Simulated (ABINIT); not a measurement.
Runs of ABINIT 10.8.3 (patched build) on BAs. The structure is cubic, space group F-43m (No. 216). The conventional cell has a = 4.777 Å, b = 4.777 Å, c = 4.777 Å, α = 90.00°, β = 90.00°, γ = 90.00°. As (site symmetry -43m) is surrounded by 4 B at 2.07 Å. B (site symmetry -43m) has 4 As at 2.07 Å as nearest neighbours. 

| task | level | potentials or basis | k mesh | cutoff (eV) | fine-grid cutoff | gap on the mesh (eV) | pressure (GPa) | V0 of scaled cells (Å³/atom) | B0 (GPa) |
| --- | --- | --- | --- | --- | --- | --- | --- | --- | --- |
| band structure | LDA | JTH PAW PBE v2.0 | 10 × 10 × 10 | 490 | 979.61 eV | 1.13 | (a) | - | - |
| band structure | r2SCAN | JTH PAW LDA v2.0 sp | 10 × 10 × 10 | 490 | 979.61 eV | 1.37 | - | - | - |
| single point | PBE | PseudoDojo NC SR PBE v0.4.1 standard | 8 × 8 × 8 | 1088 | - | 1.21 | 2.5 | - | - |
| band structure | PW91 | JTH PAW PBE v2.0 | 10 × 10 × 10 | 490 | 979.61 eV | 1.20 | 2.6 | - | - |
| equation of state | BP86 | JTH PAW PBE v2.0 sp | 10 × 10 × 10 | 408 | 816.342 eV | - | - | 14.10 | 129 |
| equation of state | revPBE | JTH PAW PBE v2.0 | 10 × 10 × 10 | 408 | 816.342 eV | - | - | (b) | 126 |
| band structure | rSCAN | JTH PAW PBE v2.0 | 10 × 10 × 10 | 490 | 979.61 eV | 1.39 | - | - | - |
| band structure | LDA | JTH PAW LDA v2.0 sp | 10 × 10 × 10 | 408 | 816.342 eV | 1.13 | (c) | - | - |

Alike in all rows: no spin polarisation; cell as given; smearing fermi-dirac 0.05 eV.

Estimate the missing entries.

(a) -3.8; (b) 14.12; (c) -3.2.

Caveats: the PAW data sets were made with another functional, which shifts forces and pressure a little (some runs); this set keeps more shells in the core, which shifts pressures and gaps (some runs); pressures at fixed basis lie under the slope of the energies (some runs).

A k mesh can miss the band edges, and the runs leave out spin-orbit coupling on As.

Not every run made on this cell is shown here.
